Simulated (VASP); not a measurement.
# ZnCu (Pm-3m) in VASP: a series of runs

The runs below take ZnCu through single point, with r2SCAN.

All numbers are computed with VASP 6.6.1; they aren't measurements. Logs are shortened: lines on timing, memory, paths and dates and some standing lists are left out, and cuts for length are marked.

## Step 1: Starting point

It takes space group Pm-3m (No. 221, cubic). The conventional cell has a = 2.945 Å, b = 2.945 Å, c = 2.945 Å, α = 90.00°, β = 90.00°, γ = 90.00°. Around Zn (site symmetry m-3m) lie 8 Cu at 2.55 Å. Around Cu (site symmetry m-3m) lie 8 Zn at 2.55 Å.

## Step 2: Single point, r2SCAN

INCAR reads:

```
SYSTEM = ZnCu
PREC     = Accurate       ! precision mode
ENCUT    = 400            ! plane-wave cutoff, eV
EDIFF    = 1E-6           ! SCF threshold, eV
ISMEAR   = -1             ! smearing method
SIGMA    = 0.1            ! smearing width, eV
LREAL    = .FALSE.        ! projectors in reciprocal space
LASPH    = .TRUE.         ! aspherical terms in the spheres
NELM     = 100            ! most SCF steps
ALGO     = Normal         ! electronic algorithm
ISIF     = 2              ! what is computed and relaxed
LWAVE    = .FALSE.        ! write WAVECAR
LCHARG   = .FALSE.        ! write CHGCAR
METAGGA  = R2SCAN         ! meta-GGA
LMIXTAU  = .TRUE.       
ADDGRID  = .FALSE.
```

KPOINTS reads:

```
regular mesh
0
G
  4 4 4
  0 0 0
```

POSCAR reads:

```
ZnCu
1.0
    2.9450000000      0.0000000000      0.0000000000
    0.0000000000      2.9450000000      0.0000000000
    0.0000000000      0.0000000000      2.9450000000
Zn Cu
1 1
Direct
    0.5000000000      0.5000000000      0.5000000000
    0.0000000000      0.0000000000      0.0000000000
```

Potentials or basis: VASP PAW PBE potentials, release 64 (Zn, Cu).

Launch:

```console
cat potpaw_PBE.64/Zn/POTCAR potpaw_PBE.64/Cu/POTCAR > POTCAR
mpirun -np 1 vasp_std > vasp.out
```

OUTCAR:

```text
SYSTEM = ZnCu
   PREC = Accurate
   ENCUT = 400
   EDIFF = 1E-6
   ISMEAR = -1
   LREAL = .FALSE.
   LASPH = .TRUE.
   NELM = 100
   ISIF = 2
   METAGGA = R2SCAN

 Found     10 irreducible k-points:

 Following reciprocal coordinates:
            Coordinates               Weight
  0.000000  0.000000  0.000000      1.000000
  0.250000  0.000000  0.000000      6.000000
  0.500000  0.000000  0.000000      3.000000
  0.250000  0.250000  0.000000     12.000000
  0.500000  0.250000  0.000000     12.000000
  0.500000  0.500000  0.000000      3.000000
   k-points           NKPTS =     10   k-points in BZ     NKDIM =     10   number of bands    NBANDS=     15
   number of dos      NEDOS =    301   number of ions     NIONS =      2
   total plane-waves  NPLWV =   8000
   dimension x,y,z NGX =    20 NGY =   20 NGZ =   20
   dimension x,y,z NGXF=    40 NGYF=   40 NGZF=   40
   ions per type =               1   1
   NGX,Y,Z   is equivalent  to a cutoff of  11.29, 11.29, 11.29 a.u.
   NGXF,Y,Z  is equivalent  to a cutoff of  22.58, 22.58, 22.58 a.u.
 SYSTEM =  ZnCu
   PREC   = accura    normal or accurate (medium, high low for compatibility)
   ISTART =      0    job   : 0-new  1-cont  2-samecut
   ICHARG =      2    charge: 1-file 2-atom 10-const
   ISPIN  =      1    spin polarized calculation?
   LNONCOLLINEAR =      F non collinear calculations
   LSORBIT =      F    spin-orbit coupling
   LASPH  =      T    aspherical Exc in radial PAW
   ENCUT  =  400.0 eV  29.40 Ry    5.42 a.u.   4.80  4.80  4.80*2*pi/ulx,y,z
   NELM   =    100;   NELMIN=  2; NELMDL= -5     # of ELM steps
   EDIFF  = 0.1E-05   stopping-criterion for ELM
   LREAL  =      F    real-space projection
   EDIFFG = 0.1E-04   stopping-criterion for IOM
   NSW    =      0    number of steps for IOM
   IBRION =     -1    ionic relax: 0-MD 1-quasi-New 2-CG
   NFREE  =      0    steps in history (QN), initial steepest desc. (CG)
   ISIF   =      2    stress and relaxation
   ISYM   =      2    0-nonsym 1-usesym 2-fastsym
   POTIM  = 0.5000    time-step for ionic-motion
   TEBEG  =    0.0;   TEEND  =   0.0 temperature during run
   PSTRESS=    0.0 pullay stress
   NELECT =      23.0000    total number of electrons
   NUPDOWN=      -1.0000    fix difference up-down
   EMIN   =  10.00;   EMAX   =-10.00  energy-range for DOS
   EFERMI =   0.00;   METHOD = LEGACY
   ISMEAR =    -1;   SIGMA  =   0.10  broadening in eV -4-tet -1-fermi 0-gaus
   EFERMI_NEDOS =   21; number of points for ismear=-14 and -15
   IALGO  =     38    algorithm
   IMIX   =      4    mixing-type and parameters
     AMIX     =   0.40;   BMIX     =  1.00
     AMIX_MAG =   1.60;   BMIX_MAG =  1.00
  volume/ion in A,a.u.               =      12.77        86.18
  Fermi-wavevector in a.u.,A,eV,Ry     =   1.580880  2.987429 34.003415  2.499180
  Thomas-Fermi vector in A             =   2.681040
   LORBIT       =      0    0 simple, 1 ext, 2 COOP (PROOUT), +10 PAW based schemes
   METAGGA = R2SCAN    functional components
   LHFCALC =     F    Hartree Fock is set to
   AEXX    =    0.0000 exact exchange contribution
   IVDW    =     0    specifies the selected vdW correction
   LEPSILON=     F    determine dielectric tensor
   LRPA    =     F    only Hartree local field effects (RPA)
 non-spin polarized calculation
  energy-cutoff  :      400.00
  volume of cell :       25.54
 maximum number of plane-waves:       480
 NGX is ok and might be reduce to    20
   NGX =  9   NGY =  9   NGZ =  9

 number of electron      22.9999959 magnetization

 Free energy of the ion-electron system (eV)
  ---------------------------------------------------
  ext. energy  EPLUGINS =         0.00000000
  ---------------------------------------------------
  free energy    TOTEN  =       -20.01007107 eV

  energy without entropy =      -19.98858166  energy(sigma->0) =      -19.99932636

 E-fermi :   5.8368     XC(G=0): -13.5263

 val. band max:        5.7276373440   @ k =   0.5000   0.5000   0.2500
 cond. band min:       6.4310515564   @ k =   0.2500   0.0000   0.0000
 fundamental gap:      0.7034142125
 Fermi energy:         5.8367939152

 k-point     1 :       0.0000    0.0000    0.0000
  band No.  band energies     occupation
      1      -5.3917      2.00000
      2      -2.8012      2.00000
      3      -2.8012      2.00000
      4      -2.0748      2.00000
      5      -2.0748      2.00000
      6      -2.0748      2.00000
      7       1.6737      2.00000
      8       1.6737      2.00000
      9       2.5679      2.00000
     10       2.5679      2.00000
     11       2.5679      2.00000
     12      12.0078      0.00000
     13      12.0078      0.00000
     14      12.0078      0.00000
     15      16.8656      0.00000

 k-point     2 :       0.2500    0.0000    0.0000
  band No.  band energies     occupation
      1      -4.2552      2.00000
      2      -2.6872      2.00000
      3      -2.5610      2.00000
      4      -2.1605      2.00000
      5      -2.1605      2.00000
      6      -2.0346      2.00000
      7       1.6211      2.00000
      8       1.6842      2.00000
      9       2.2708      2.00000
     10       2.2708      2.00000
     11       2.5333      2.00000
     12       6.4311      0.00524
     13      13.6910      0.00000
     14      13.6910      0.00000
     15      17.5210      0.00000

 k-point     3 :       0.5000    0.0000    0.0000
  band No.  band energies     occupation
      1      -2.8251      2.00000
      2      -2.5683      2.00000
      3      -2.2450      2.00000
      4      -2.2450      2.00000
      5      -1.9934      2.00000
      6      -1.0016      2.00000
      7       0.0223      2.00000
      8       1.5645      2.00000
      9       2.0117      2.00000
     10       2.0117      2.00000
     11       2.4983      2.00000
     12       3.3196      2.00000
     13      17.7146      0.00000
     14      17.7146      0.00000
     15      18.3131      0.00000

 k-point     4 :       0.2500    0.2500    0.0000
  band No.  band energies     occupation
      1      -3.3378      2.00000
      2      -2.6053      2.00000
      3      -2.3816      2.00000
      4      -2.2037      2.00000
      5      -2.1290      2.00000
      6      -2.0563      2.00000
      7       1.6225      2.00000
      8       1.8545      2.00000
      9       2.0320      2.00000
     10       2.2531      2.00000
     11       2.4792      2.00000
     12       6.9526      0.00003
     13       8.5257      0.00000
     14      15.1393      0.00000
     15      16.9937      0.00000

 k-point     5 :       0.5000    0.2500    0.0000
  band No.  band energies     occupation
      1      -2.7291      2.00000
      2      -2.6702      2.00000
      3      -2.2929      2.00000
      4      -2.2165      2.00000
      5      -2.1749      2.00000
      6       0.1748      2.00000
      7       0.4356      2.00000
      8       1.8536      2.00000
      9       2.2168      2.00000
     10       2.4342      2.00000
     11       2.4504      2.00000
     12       3.3704      2.00000
     13      11.1662      0.00000
     14      11.7597      0.00000
     15      18.6192      0.00000

 k-point     6 :       0.5000    0.5000    0.0000
  band No.  band energies     occupation
      1      -2.9989      2.00000
      2      -2.6701      2.00000
      3      -2.3406      2.00000
      4      -2.3406      2.00000
      5      -1.7882      2.00000
      6       0.5917      2.00000
      7       1.8817      2.00000
      8       2.4053      2.00000
      9       2.4053      2.00000
     10       2.8031      2.00000
     11       3.3573      2.00000
     12       3.3573      2.00000
     13       7.3053      0.00000
     14       7.6502      0.00000
     15      20.1639      0.00000

 [... further k-points ...]

------------------------ aborting loop because EDIFF is reached ----------------------------------------

  FORCE on cell =-STRESS in cart. coord.  units (eV):
  Direction    XX          YY          ZZ          XY          YZ          ZX
  --------------------------------------------------------------------------------------
  -------------------------------------------------------------------------------------
  Total       -0.7133860     -0.7133860     -0.7133860     -0.0000000      0.0000000     -0.0000000
  in kB      -44.7485813    -44.7485813    -44.7485813     -0.0000000      0.0000000     -0.0000000
  external PRESSURE =     -44.7485813 kB  Pullay stress =       0.0000000 kB

 VOLUME and BASIS-vectors are now :
 -----------------------------------------------------------------------------
  energy-cutoff  :      400.00
  volume of cell :       25.54
      direct lattice vectors                 reciprocal lattice vectors
     2.945000000  0.000000000  0.000000000     0.339558574  0.000000000  0.000000000
     0.000000000  2.945000000  0.000000000     0.000000000  0.339558574  0.000000000
     0.000000000  0.000000000  2.945000000     0.000000000  0.000000000  0.339558574

 POSITION                                       TOTAL-FORCE (eV/Angst)
 -----------------------------------------------------------------------------------
      1.47250      1.47250      1.47250         0.000000      0.000000      0.000000
      0.00000      0.00000      0.00000         0.000000      0.000000      0.000000
 -----------------------------------------------------------------------------------
    total drift:                               -0.000000      0.000000     -0.000000

  FREE ENERGIE OF THE ION-ELECTRON SYSTEM (eV)
  ---------------------------------------------------
  free  energy   TOTEN  =       -20.0100710652 eV

  energy  without entropy=      -19.9885816615  energy(sigma->0) =      -19.99932636
```

Run time: 19 s. Hardware: 1 thread of Intel Xeon Platinum 8259CL at 2.50GHz (Skylake/Cascade Lake), shared host; peak memory 0.12 GiB.

The run converged, but some of its settings lie outside the range that counts as converged, so its numbers aren't taken as properties of the crystal.

Results:

```yaml
Free_energy: -20.0101 eV
Pressure: -4.5 GPa
Band_gap_on_the_k_mesh: none (metal or under the smearing width)
```

Caveat: the k mesh is coarse (spacing up to 0.53 Å⁻¹), so the values aren't converged; the PAW data sets were made with another functional, which shifts forces and pressure a little.

## Step 3: Single point, r2SCAN

INCAR is that of step 2.

KPOINTS is that of step 2.

POSCAR reads:

```
ZnCu
1.0
    2.9450000000      0.0000000000      0.0000000000
    0.0000000000      2.9450000000      0.0000000000
    0.0000000000      0.0000000000      2.9450000000
Zn Cu
1 1
Direct
    0.5128410000      0.4877280000      0.4845920000
   -0.0040920000      0.0326400000      0.0060300000
```

Potentials or basis: VASP PAW PBE potentials, release 64 (Zn, Cu).

Launch:

```console
cat potpaw_PBE.64/Zn/POTCAR potpaw_PBE.64/Cu/POTCAR > POTCAR
mpirun -np 1 vasp_std > vasp.out
```

Run time: 40 s. Hardware: 1 thread of Intel Xeon Platinum 8259CL at 2.50GHz (Skylake/Cascade Lake), shared host; peak memory 0.13 GiB.

These settings aren't checked as converged: the numbers below hold their error.

What came out:

```
Free energy            : -19.9566 eV
Pressure               : -3.2 GPa
Largest force          : 0.700 eV/Å
Band gap on the k mesh : none (metal or under the smearing width)
```

Caveat: the k mesh is coarse (spacing up to 0.53 Å⁻¹), so the values aren't converged; the PAW data sets were made with another functional, which shifts forces and pressure a little.

## Step 4: Single point, r2SCAN

INCAR, as its differences from that of step 3:

```diff
@@ -2,3 +2,3 @@
 PREC     = Accurate       ! precision mode
-ENCUT    = 400            ! plane-wave cutoff, eV
+ENCUT    = 500            ! plane-wave cutoff, eV
 EDIFF    = 1E-6           ! SCF threshold, eV
```

KPOINTS is that of step 3.

POSCAR reads:

```
ZnCu
1.0
    2.9450000000      0.0000000000      0.0000000000
    0.0000000000      2.9450000000      0.0000000000
    0.0000000000      0.0000000000      2.9450000000
Zn Cu
1 1
Direct
    0.5000000000      0.5000000000      0.5000000000
    0.0000000000      0.0000000000      0.0000000000
```

Potentials or basis: VASP PAW PBE potentials, release 64 (Zn, Cu).

Launch:

```console
cat potpaw_PBE.64/Zn/POTCAR potpaw_PBE.64/Cu/POTCAR > POTCAR
mpirun -np 1 vasp_std > vasp.out
```

OUTCAR:

```text
SYSTEM = ZnCu
   PREC = Accurate
   ENCUT = 500
   EDIFF = 1E-6
   ISMEAR = -1
   LREAL = .FALSE.
   LASPH = .TRUE.
   NELM = 100
   ISIF = 2
   METAGGA = R2SCAN

 Found     10 irreducible k-points:

 Following reciprocal coordinates:
            Coordinates               Weight
  0.000000  0.000000  0.000000      1.000000
  0.250000  0.000000  0.000000      6.000000
  0.500000  0.000000  0.000000      3.000000
  0.250000  0.250000  0.000000     12.000000
  0.500000  0.250000  0.000000     12.000000
  0.500000  0.500000  0.000000      3.000000
   k-points           NKPTS =     10   k-points in BZ     NKDIM =     10   number of bands    NBANDS=     15
   number of dos      NEDOS =    301   number of ions     NIONS =      2
   total plane-waves  NPLWV =  13824
   dimension x,y,z NGX =    24 NGY =   24 NGZ =   24
   dimension x,y,z NGXF=    48 NGYF=   48 NGZF=   48
   ions per type =               1   1
   NGX,Y,Z   is equivalent  to a cutoff of  13.55, 13.55, 13.55 a.u.
   NGXF,Y,Z  is equivalent  to a cutoff of  27.10, 27.10, 27.10 a.u.
 SYSTEM =  ZnCu
   PREC   = accura    normal or accurate (medium, high low for compatibility)
   ISTART =      0    job   : 0-new  1-cont  2-samecut
   ICHARG =      2    charge: 1-file 2-atom 10-const
   ISPIN  =      1    spin polarized calculation?
   LNONCOLLINEAR =      F non collinear calculations
   LSORBIT =      F    spin-orbit coupling
[... 72 lines left out ...]
     12      12.0084      0.00000
     13      12.0084      0.00000
     14      12.0084      0.00000
[... 77 lines left out ...]
      2      -2.6759      2.00000
      3      -2.3439      2.00000
      4      -2.3439      2.00000
      5      -1.7946      2.00000
      6       0.5879      2.00000
      7       1.8803      2.00000
      8       2.4013      2.00000
      9       2.4013      2.00000
     10       2.8020      2.00000
     11       3.3564      2.00000
     12       3.3564      2.00000
     13       7.3036      0.00000
     14       7.6509      0.00000
     15      20.1647      0.00000

 [... further k-points ...]

------------------------ aborting loop because EDIFF is reached ----------------------------------------

  FORCE on cell =-STRESS in cart. coord.  units (eV):
  Direction    XX          YY          ZZ          XY          YZ          ZX
  --------------------------------------------------------------------------------------
  -------------------------------------------------------------------------------------
  Total       -0.5837705     -0.5837705     -0.5837705     -0.0000000     -0.0000000      0.0000000
  in kB      -36.6181832    -36.6181832    -36.6181832     -0.0000000     -0.0000000      0.0000000
  external PRESSURE =     -36.6181832 kB  Pullay stress =       0.0000000 kB

 VOLUME and BASIS-vectors are now :
 -----------------------------------------------------------------------------
  energy-cutoff  :      500.00
  volume of cell :       25.54
      direct lattice vectors                 reciprocal lattice vectors
     2.945000000  0.000000000  0.000000000     0.339558574  0.000000000  0.000000000
     0.000000000  2.945000000  0.000000000     0.000000000  0.339558574  0.000000000
     0.000000000  0.000000000  2.945000000     0.000000000  0.000000000  0.339558574

 POSITION                                       TOTAL-FORCE (eV/Angst)
 -----------------------------------------------------------------------------------
      1.47250      1.47250      1.47250         0.000000      0.000000      0.000000
      0.00000      0.00000      0.00000         0.000000      0.000000      0.000000
 -----------------------------------------------------------------------------------
    total drift:                                0.000000      0.000000     -0.000000

  FREE ENERGIE OF THE ION-ELECTRON SYSTEM (eV)
  ---------------------------------------------------
  free  energy   TOTEN  =       -20.0120501865 eV

  energy  without entropy=      -19.9905653963  energy(sigma->0) =      -20.00130779
```

stdout:

```text
POSCAR found type information on POSCAR ZnCu
 POSCAR found :  2 types and       2 ions
 scaLAPACK will be used
 -----------------------------------------------------------------------------
|                                                                             |
|                                                                             |
|     You enforced a specific xc type in the INCAR file but a different       |
|     I HOPE YOU KNOW WHAT YOU ARE DOING!                                     |
|                                                                             |
 -----------------------------------------------------------------------------

 LDA part: xc-table for (None), standard interpolation
 POSCAR, INCAR and KPOINTS ok, starting setup
 FFT: planning ... GRIDC
 FFT: planning ... GRID_SOFT
 FFT: planning ... GRID
 WAVECAR not read
 entering main loop
```

Run time: 19 s. Hardware: 1 thread of Intel Xeon Platinum 8259CL at 2.50GHz (Skylake/Cascade Lake), shared host; peak memory 0.14 GiB.

These settings aren't checked as converged: the numbers below hold their error.

What came out:

- Free energy: -20.0121 eV
- Pressure: -3.7 GPa
- Band gap on the k mesh: none (metal or under the smearing width)

Caveat: the k mesh is coarse (spacing up to 0.53 Å⁻¹), so the values aren't converged; the PAW data sets were made with another functional, which shifts forces and pressure a little.

## Step 5: The reference run

An earlier run on the cell as given: functional PBE; potentials or basis VASP PAW PBE potentials, release 64 (Zn, Cu); cutoff 520 eV; k mesh 9 × 9 × 9; occupations fermi-dirac, width 0.05 eV; no spin polarisation.

- Pressure: 3.1 GPa
- Band gap on the k mesh: none (metal or under the smearing width)
